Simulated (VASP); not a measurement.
GaP:

```
Ga P
1.0
     0.00000    2.72525    2.72525
     2.72525    0.00000    2.72525
     2.72525    2.72525    0.00000
Ga P
1 1
Cartesian
  0.0000 0.0000 0.0000
  4.0879 4.0879 4.0879
```

```yaml
Program: VASP 6.6.1
Task: relaxation of cell and atoms
Functional: PBE
Potentials_or_basis: VASP PAW PBE potentials, release 54 (Ga, P)
Cutoff: 580 eV
k_mesh: 8 × 8 × 8
Occupations: fermi-dirac, width 0.05 eV
Spin: no spin polarisation
```

At the start: pressure 4.0 GPa; volume 20.24 Å³/atom.

Question: How do energy, volume and symmetry change on relaxing?

Answer: Over 3 steps the energy falls by 11.2 meV/atom and the volume is 21.18 Å³/atom (+4.6 %); space group F-43m (No. 216, to 0.05 Å).

The path:
```csv
step,energy change (eV),largest force (eV/Å),pressure (GPa),volume (Å³)
1,0.0000,0.0000,3.98,40.48
2,-0.0152,0.0000,-1.96,43.50
3,-0.0224,0.0000,0.01,42.36
```

Final structure:
```xyz
2
Lattice="0.0000 2.7668 2.7668 2.7668 0.0000 2.7668 2.7668 2.7668 0.0000" Properties=species:S:1:pos:R:3 pbc="T T T"
Ga    0.0000    0.0000    0.0000
P     4.1502    4.1502    4.1502
```
